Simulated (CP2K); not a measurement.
**CdS (Greenockite): band structure with PBE**

**The experiment to reproduce.**

From “Isotope dependence of band-gap energy”, 2008, arxiv:0807.2152, for a bulk crystal of CdS: band gap 2.5809 ± 0.0002 eV.

The system is CdS (Greenockite).

```xyz
4
Lattice="4.1500 0.0000 0.0000 -2.0750 3.5940 0.0000 0.0000 0.0000 6.7370" Properties=species:S:1:pos:R:3 pbc="T T T"
Cd    2.0750    1.1980    3.3685
Cd    0.0000    2.3960    0.0000
S     2.0750    1.1980    5.8949
S     0.0000    2.3960    2.5264
```

```yaml
Program: CP2K 2026.2
Task: band structure
Functional: PBE
Potentials_or_basis: GTH_SOC_POTENTIALS Cd GTH-PBE-q12, S GTH-PBE-q6; DZVP-MOLOPT-SR-GTH basis
Density_cutoff: 6123 eV
k_mesh: 7 × 7 × 4
Occupations: fermi-dirac, width 0.05 eV
Spin: spin-orbit coupling, no magnetisation
SCF_solver: diagonalisation with k points
Quickstep_method: GPW
EPS_DEFAULT: 1.0E-9
EPS_SCF: 1.0E-6
MAX_SCF: 100
SCF_GUESS: ATOMIC
Mesh_centred_on_Gamma: yes
CHOLESKY: OFF
EPS_EIGVAL: 1.0E-7
MIXING_METHOD: BROYDEN_MIXING
MIXING_ALPHA: 0.4
NBUFFER: 8
NGRIDS: 4
Basis_sets: Cd DZVP-MOLOPT-SR-GTH-q12, S DZVP-MOLOPT-SR-GTH-q6
Potentials: Cd GTH-PBE-q12 of GTH_SOC_POTENTIALS, S GTH-PBE-q6 of GTH_SOC_POTENTIALS
ADDED_MOS: "[14]"
Points_a_segment_of_the_path_NPOINTS: 8
Bands_added_on_the_path: 6
MPI_ranks: 4
REL_CUTOFF_Ry: 60 Ry
MIXING_BETA_1/bohr: 1.5 1/bohr
Soc_after_scf: yes
CUTOFF_of_the_grids: 450 Ry
```

| Item | Value |
| --- | --- |
| Pressure | 3.3 GPa |
| Largest force | 0.071 eV/Å |
| Band gap along the path | 1.15 eV, direct |
| Mulliken charges | Cd +0.39; S -0.39 e |

Forces on the atoms (eV/Å):
```
Cd   0.000  0.000 -0.071
Cd   0.000  0.000 -0.071
S    0.000  0.000  0.071
S    0.000  0.000  0.071
```

Stress tensor (GPa, compression positive):
```
3.07 0.00 0.00
0.00 3.07 0.00
0.00 0.00 3.77
```

It took 23 s on 4 MPI ranks on Arm Neoverse V1, on a shared host.

Against the measured gap of CdS, 2.5809 eV (quoted in “Isotope dependence of band-gap energy”, 2008, arxiv:0807.2152), the calculated 1.15 eV is off by -1.44 eV. So large a miss can be the level of theory's own, or it may mean another phase, state or a wrong row. The value is that of PBE in an atomic basis (GTH_SOC_POTENTIALS Cd GTH-PBE-q12, S GTH-PBE-q6; DZVP-MOLOPT-SR-GTH basis), whose error adds to the functional's,, without temperature or zero-point motion. Semilocal functionals fall short of measured gaps as a rule.

Caveat: Mulliken charges move with the basis; the basis of atomic orbitals isn't converged, which shifts pressures, moduli and gaps.
